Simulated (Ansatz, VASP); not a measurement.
## Y: VASP beside Ansatz

File INCAR:

```
SYSTEM = Y
PREC = Accurate ; ENCUT = 520
EDIFF = 1E-7 ; ISMEAR = 0
SIGMA = 0.1 ; LREAL = .False.
LASPH = .True. ; NELM = 60
ALGO = Normal ; ISIF = 2
LWAVE = .False. ; LCHARG = .False.
GGA = PE ; NBANDS = 18
```

Contents of KPOINTS:

```
Automatic mesh
0
Gamma
  12 12 6
  0 0 0
```

File POSCAR:

```
Y
1.0
    3.6571046517      0.0000000000      0.0000000000
   -1.8285523259      3.1671455327      0.0000000000
    0.0000000000      0.0000000000      5.6740659780
Y
2
Direct
    0.3333333333      0.6666666667      0.2500000000
    0.6666666667      0.3333333333      0.7500000000
```

Input for Ansatz:

```yaml
crystal:
  lattice:
    - [3.6571046517, 0.0, 0.0]
    - [-1.8285523259, 3.1671455327, 0.0]
    - [0.0, 0.0, 5.674065978]
  atoms:
    - { symbol: "Y", position: [0.3333333333, 0.6666666667, 0.25] }
    - { symbol: "Y", position: [0.6666666667, 0.3333333333, 0.75] }
basis:
  ecutwfc: 420
kpoints:
  mp_grid: { grid: [12, 12, 6] }
hamiltonian:
  xc: pbe
scf:
  occupations: { method: gaussian, width: 0.1 }
output:
  forces: true
  stress: true
  eigenvalues: true
  write_density: true
  write_potential: true
  elf: true
  volumetric_format: npy
```

Alike in both runs: task single point; functional PBE; k mesh 12 × 12 × 6; occupations gaussian, width 0.1 eV; no spin polarisation.

|  | VASP | Ansatz |
| --- | --- | --- |
| version | VASP 6.6.1 | Ansatz 0.2.0 |
| potentials or method | VASP PAW PBE potentials, release 64 (Y_sv) | scalar-relativistic, plane waves, PAW |
| plane-wave cutoff (eV) | 520 | 420 |
| valence electrons in the cell | 22 | 22 |

|  | VASP | Ansatz | Ansatz less VASP |
| --- | --- | --- | --- |
| gap on the k mesh at the Fermi level (eV) | none | none | - |
| pressure (GPa) | -0.1 | 0.0 | +0.11 |

A gap of «none» marks a metal or a gap that the smearing closes. With one functional, cell and mesh, what is left measures potentials, basis and numerics.
